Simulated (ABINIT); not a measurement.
# GaAs (F-43m): G0W0 with ABINIT, start to end

Wanted: ground state, empty states, screening and self-energy for GaAs (F-43m).

Main program and level: ABINIT 10.8.3; PBE and many-body steps on it, plane waves.

**What was measured.**

- Gap 1.51 eV: band-edge emission energy from PL (direct gap at Gamma); photoluminescence, 633 nm excitation; 77 K; bulk crystal (MBE GaAs matrix around a thin InAs wetting layer on semi-insulating GaAs (100)) (“Photoluminescence of InAs/GaAs quantum dots under direct two-photon excitation”, 2020, pmc:7331710).

- Gap 1.418 ± 0.005 eV: direct gap E0 at Gamma from PR; modulated photoreflectance, low-field lineshape fit; 300 K; bulk crystal (semi-insulating GaAs(001) reference substrate) (“Evidence of valence band perturbations in GaAsN/GaAs(001): A combined variable-angle spectroscopic ellipsometry and modulated photoreflectance investigation”, 2008, arxiv:0805.2212).

- Gap 1.42 eV: band-edge photoluminescence emission energy of the GaAs substrate; time-integrated photoluminescence; 300 K; bulk crystal ((001) GaAs substrate beneath GaBiAs epilayers) (“Investigation of the anisotropic electron g factor as a probe of the electronic structure of GaBixAs1-x/GaAs epilayers”, 2014, arxiv:1409.8467).

- Gap 1.412 ± 0.01 eV: direct gap E0 at Gamma from ellipsometry; variable-angle spectroscopic ellipsometry, parametric critical-point fit; 300 K; bulk crystal (semi-insulating GaAs(001) reference substrate with native oxide) (“Evidence of valence band perturbations in GaAsN/GaAs(001): A combined variable-angle spectroscopic ellipsometry and modulated photoreflectance investigation”, 2008, arxiv:0805.2212).

Most raw output is cut from this account.

### 1. Set-up

It takes space group F-43m (No. 216, cubic). Conventional cell: a = 5.654 Å, b = 5.654 Å, c = 5.654 Å, α = 90.00°, β = 90.00°, γ = 90.00°. Nearest to Ga lie 4 As at 2.45 Å. As has 4 Ga at 2.45 Å nearest. Farther neighbours are not listed.

The cell and positions come from the Crystallography Open Database and are kept as given unless a step says otherwise.

### 2. Ground state

This step: ABINIT 10.8.3; DFT, PBE, plane waves, norm-conserving pseudopotentials.

The ground-state density comes first.

File run.abi:

```
acell 3*1.0 Angstrom
rprim 
  0.000000000000 2.826850000000 2.826850000000
  2.826850000000 0.000000000000 2.826850000000
  2.826850000000 2.826850000000 0.000000000000
ntypat 2
znucl 31 33
natom 2
typat 1 2
xred 
  0.000000000000 0.000000000000 0.000000000000
  0.250000000000 0.250000000000 0.250000000000
pp_dirpath "pseudos"
pseudos "Ga.upf, As.upf"
ecut 45
ngkpt 6 6 6
nshiftk 1
shiftk 0 0 0
kptopt 1
chksymbreak 0
nband 27
occopt 1
tolvrs 1e-10
nstep 60
prtwf 0
optforces 0
optstress 0
indata_prefix "in"
outdata_prefix "out"
tmpdata_prefix "tmp"
```

Launch:

```
$ OMP_NUM_THREADS=1 mpirun -n 8 abinit run.abi > log
```

The job ended after 23 s (8 MPI ranks of Arm Neoverse N1, shared host; peak memory 0.73 GiB).

This step gave:

```yaml
total_energy: -15063.8764 eV
gap: 0.5078 eV
k_of_the_valence_top: 0, 0, 0
k_of_the_conduction_bottom: 0, 0, 0
least_direct_gap: 0.5078 eV
```

The gap is direct, at Γ.

### 3. Bands along the symmetry lines

Levels along a band path, at the cheap level, show where the edges lie and whether the meshes to come will hold them.

File run.abi:

```
acell 3*1.0 Angstrom
rprim 
  0.000000000000 2.826850000000 2.826850000000
  2.826850000000 0.000000000000 2.826850000000
  2.826850000000 2.826850000000 0.000000000000
ntypat 2
znucl 31 33
natom 2
typat 1 2
xred 
  0.000000000000 0.000000000000 0.000000000000
  0.250000000000 0.250000000000 0.250000000000
pp_dirpath "pseudos"
pseudos "Ga.upf, As.upf"
ecut 45
iscf -2
irdden 1
kptopt 0
nkpt 50
kpt 
  0.00000000 0.00000000 0.00000000
  -0.06250000 -0.06250000 0.00000000
  -0.12500000 -0.12500000 0.00000000
  -0.18750000 -0.18750000 0.00000000
  -0.25000000 -0.25000000 0.00000000
  -0.31250000 -0.31250000 0.00000000
  -0.37500000 -0.37500000 0.00000000
  -0.43750000 -0.43750000 0.00000000
  -0.50000000 -0.50000000 0.00000000
  -0.48437500 -0.48437500 0.03125000
  -0.46875000 -0.46875000 0.06250000
  -0.45312500 -0.45312500 0.09375000
  -0.43750000 -0.43750000 0.12500000
  -0.42187500 -0.42187500 0.15625000
  -0.40625000 -0.40625000 0.18750000
  -0.39062500 -0.39062500 0.21875000
  -0.37500000 -0.37500000 0.25000000
  -0.37500000 0.00000000 0.37500000
  -0.32812500 0.00000000 0.32812500
  -0.28125000 0.00000000 0.28125000
  -0.23437500 0.00000000 0.23437500
  -0.18750000 0.00000000 0.18750000
  -0.14062500 0.00000000 0.14062500
  -0.09375000 0.00000000 0.09375000
  -0.04687500 0.00000000 0.04687500
  0.00000000 0.00000000 0.00000000
  0.00000000 0.00000000 0.06250000
  0.00000000 0.00000000 0.12500000
  0.00000000 0.00000000 0.18750000
  0.00000000 0.00000000 0.25000000
  0.00000000 0.00000000 0.31250000
  0.00000000 0.00000000 0.37500000
  0.00000000 0.00000000 0.43750000
  -0.00000000 -0.00000000 0.50000000
  -0.06250000 -0.03125000 0.46875000
  -0.12500000 -0.06250000 0.43750000
  -0.18750000 -0.09375000 0.40625000
  -0.25000000 -0.12500000 0.37500000
  -0.31250000 -0.15625000 0.34375000
  -0.37500000 -0.18750000 0.31250000
  -0.43750000 -0.21875000 0.28125000
  -0.50000000 -0.25000000 0.25000000
  -0.50000000 -0.28125000 0.21875000
  -0.50000000 -0.31250000 0.18750000
  -0.50000000 -0.34375000 0.15625000
  -0.50000000 -0.37500000 0.12500000
  -0.50000000 -0.40625000 0.09375000
  -0.50000000 -0.43750000 0.06250000
  -0.50000000 -0.46875000 0.03125000
  -0.50000000 -0.50000000 0.00000000
istwfk *1
nband 29
nbdbuf 2
tolwfr 1e-08
nstep 40
prtwf 0
prtvol 0
indata_prefix "in"
outdata_prefix "out"
tmpdata_prefix "tmp"
```

The job ended after 28 s (8 MPI ranks; peak memory 0.61 GiB; 3.7 min of CPU time).

This step gave:

```yaml
gap: 0.5078 eV
k_of_the_valence_top: 0, 0, 0
k_of_the_conduction_bottom: 0, 0, 0
least_direct_gap: 0.5078 eV
```

The gap is 0.508 eV, as in the run before at this level.

The electronic bands at the labelled points (eV, zero at the top of the highest filled band):

```tsv
point	band 19	band 20	band 21	band 22	band 23	band 24	band 25	band 26
Γ	-12.73	0.00	0.00	0.00	0.51	3.74	3.74	3.74
halfway	-11.80	-4.09	-1.69	-1.69	1.99	3.27	6.62	6.62
X	-10.23	-6.82	-2.68	-2.68	1.47	1.66	10.18	10.18
halfway	-10.22	-6.77	-3.20	-2.57	1.66	2.57	9.21	9.43
U	-10.27	-6.63	-3.86	-2.26	1.97	4.64	7.96	8.07
jump to K	-10.27	-6.63	-3.86	-2.26	1.97	4.64	7.96	8.07
halfway	-11.72	-4.56	-2.44	-0.68	2.68	4.77	4.81	5.65
Γ	-12.73	0.00	0.00	0.00	0.51	3.74	3.74	3.74
halfway	-12.04	-4.14	-0.68	-0.68	1.45	4.60	4.60	5.96
L	-10.97	-6.64	-1.14	-1.14	1.00	4.65	4.65	7.76
halfway	-10.63	-6.49	-3.22	-1.94	3.03	4.18	6.35	7.70
W	-10.17	-6.63	-3.53	-3.34	4.62	4.73	5.42	6.05
halfway	-10.20	-6.73	-3.14	-3.04	2.56	2.76	8.15	8.36
X	-10.23	-6.82	-2.68	-2.68	1.47	1.66	10.18	10.18
```

### 4. Empty states on the mesh, 4×4×4 mesh, 148 bands

The sums over transitions need many empty states on a uniform mesh; this step solves for them.

File run.abi:

```
acell 3*1.0 Angstrom
rprim 
  0.000000000000 2.826850000000 2.826850000000
  2.826850000000 0.000000000000 2.826850000000
  2.826850000000 2.826850000000 0.000000000000
ntypat 2
znucl 31 33
natom 2
typat 1 2
xred 
  0.000000000000 0.000000000000 0.000000000000
  0.250000000000 0.250000000000 0.250000000000
pp_dirpath "pseudos"
pseudos "Ga.upf, As.upf"
ecut 45
ngkpt 4 4 4
nshiftk 1
shiftk 0 0 0
kptopt 1
chksymbreak 0
irdden 1
istwfk *1
nband 148
prtvol 0
optdriver 6
gwr_task "HDIAGO"
paral_kgb 0
occopt 1
indata_prefix "in"
outdata_prefix "out"
tmpdata_prefix "tmp"
```

Elapsed: 1.8 min, on 8 MPI ranks; peak memory 8.7 GiB.

This step gave:

| Quantity | Value |
| --- | --- |
| gap | 0.5078 eV |
| k of the valence top | 0, 0, 0 |
| k of the conduction bottom | 0, 0, 0 |
| least direct gap | 0.5078 eV |
| k points computed | 8 |
| lowest point of the top converged band, above the valence top | 97.4028 eV |

On this mesh the gap is 0.508 eV.

### 5. Screening, 4×4×4 mesh, 140 bands, screening to 163.3 eV

The RPA dielectric matrix is built and inverted for each q.

This step: RPA screening on PBE, plane waves, norm-conserving pseudopotentials.

run.abi: that of step 4 with these lines changed.

```diff
@@ -20,10 +20,11 @@
 chksymbreak 0
-irdden 1
 istwfk *1
-nband 148
-prtvol 0
-optdriver 6
-gwr_task "HDIAGO"
-paral_kgb 0
 occopt 1
+irdwfk 1
+optdriver 3
+nband 140
+ecuteps 6
+inclvkb 2
+awtr 1
+symchi 1
 indata_prefix "in"
```

Run time: 65 s. Hardware: 8 MPI ranks; peak memory 2 GiB; 8.7 min of CPU time.

This step gave:

- ε∞ with local fields, on this mesh, along the program's q direction: 140.8
- the same without local fields: 149.6
- plasma frequency: 36.65 eV
- plane waves in the screening matrix: 181

Local fields lower ε∞ by 6 %. The value itself is an artefact of the mesh, where one narrow direct gap carries too much weight.

### 6. Self-energy, 4×4×4 mesh, 140 bands, screening to 163.3 eV

The self-energy is evaluated for the states that the input lists, and the levels follow from it, in one-shot runs by the linearised quasiparticle equation.

This step: G0W0 on PBE, plane waves, norm-conserving pseudopotentials.

run.abi: that of step 5 with these lines changed.

```diff
@@ -23,8 +23,15 @@
 irdwfk 1
-optdriver 3
+optdriver 4
 nband 140
+gwcalctyp 0
+ecutsigx 45
+symsigma 1
+nkptgw 1
+kptgw 
+  0.0000000000 0.0000000000 0.0000000000
+bdgw 
+  20 26
 ecuteps 6
-inclvkb 2
-awtr 1
-symchi 1
+irdscr 1
+ppmodel 1
 indata_prefix "in"
```

Run time: 8.2 s. Hardware: 8 MPI ranks; peak memory 1.1 GiB; 65 s of CPU time.

Numbers from this step:

```
G0W0 gap on the points computed              : 1.126 eV
starting gap on the mesh                     : 0.5078 eV
k of the valence top                         : 0, 0, 0
k of the conduction bottom                   : 0, 0, 0
Z at the valence top                         : 0.8
Z at the conduction bottom                   : 0.803
least direct G0W0 gap on the computed points : 1.126 eV
```

The gap on the mesh goes from 0.51 eV to 1.13 eV, a correction of +0.62 eV.

Limits: finite bands, cutoff and mesh; no spin-orbit coupling; coarse k mesh. v1 is the top filled band, c1 the lowest empty one. The levels before and after the correction (eV, zero at the valence-band top of each column):

```tsv
	conduction bottom	valence top
Kohn-Sham	0.51	0.00
G0W0	1.13	0.00
```

```tsv
	level	energy (eV)
Kohn-Sham	Γ v3-v1	0.000
Kohn-Sham	Γ c1	0.508
Kohn-Sham	Γ c2-c4	3.737
G0W0	Γ v3-v1	0.000
G0W0	Γ c1	1.126
G0W0	Γ c2-c4	4.273
```

### 7. Where the time went

Times are wall times on 8 MPI ranks of Arm Neoverse N1, shared host, good to a factor of about two.

```tsv
step	time	share	memory (GiB)
ground state	23 s	10 %	0.73
bands along the symmetry lines	28 s	12 %	0.61
empty states on the mesh	1.8 min	46 %	8.7
screening	65 s	28 %	2.0
self-energy	8.2 s	4 %	1.1
```

### 8. What came out

```yaml
pbe_gap: 0.51 eV, direct
g0w0_gap_on_the_mesh: 1.13 eV
gw_settings: 4×4×4 mesh, 140 bands, screening to 163.3 eV, Godby-Needs plasmon pole
known_limits: not at the basis limit; screening runs away on this mesh; no spin-orbit coupling; coarse k mesh
```

G0W0 moves the gap on the mesh from 0.51 eV to 1.13 eV (+0.62 eV), with Z of 0.80 and 0.80 at the edges. Local fields lower the RPA ε∞ on this mesh from 149.57 to 140.78; a Γ-centred mesh this coarse tends to raise both, most where the direct gap is narrow, while a short band sum lowers them. Only 1 of the mesh's irreducible points was corrected, so a valley elsewhere could overtake. The dearest step here is «empty states on the mesh». Against experiment, by G0W0@PBE: the direct gap of 1.13 eV lies −0.38 eV from the measured 1.51 eV (exciton, 77 K, 2020); the direct gap of 1.13 eV lies −0.29 eV from the measured 1.418 ± 0.005 eV (direct, 300 K, 2008); the direct gap of 1.13 eV lies −0.29 eV from the measured 1.42 eV (exciton, 300 K, 2014); the direct gap of 1.13 eV lies −0.29 eV from the measured 1.412 ± 0.01 eV (direct, 300 K, 2008). An exciton line or allowed optical edge lies below the quasiparticle gap by the binding energy; a forbidden edge can push the onset above it. The calculation has static nuclei and no excitons; a measured gap holds zero-point and thermal motion, which mostly lowers it. Bands and cutoff are finite, so the gap is not at the basis limit. The miss can reach some tenths of an eV and take either sign; the mesh is an error of its own. In the G0W0 run levels were corrected at 1 k point alone, so a gap called «on the mesh» is the least over those, and an edge elsewhere would be missed. The 4×4×4 mesh is coarse for this cell, which bears on the long-range parts of exchange and screening. On this mesh the RPA ε∞ passes 90, more than nearly any semiconductor shows; a coarse mesh does this where one point with a narrow direct gap carries much weight. The screening is then too strong, and the G0W0 gap should not be taken as the material's. The many-body steps are scalar-relativistic: spin-orbit coupling is not in them.

[Paths, hosts, dates, memory and timing lines, banners, echoed tables and standing remarks are left out of the program output.]

[Logs are printed without paths, hosts, clocks, repeated set-up lines and the standing remarks that a program may print on its own settings, such as how far it seeks lower states.]

[Runs of the session that timed out or met a known fault of the program may be left out.]

[Hosts, paths, dates, database ids (printed as entryN), source tags and the programs' standing remarks are cut or masked in the printed files.]

[G0W0 gaps are taken among the corrected bands and points alone; a level outside them can change the order at an edge.]

[Where Ansatz stands beside ABINIT at settings called matched, ABINIT's density can come from a denser mesh and the files from another edition; pairs whose starting gaps differed by over 0.03 eV were left out, so agreement reads better than it is.]
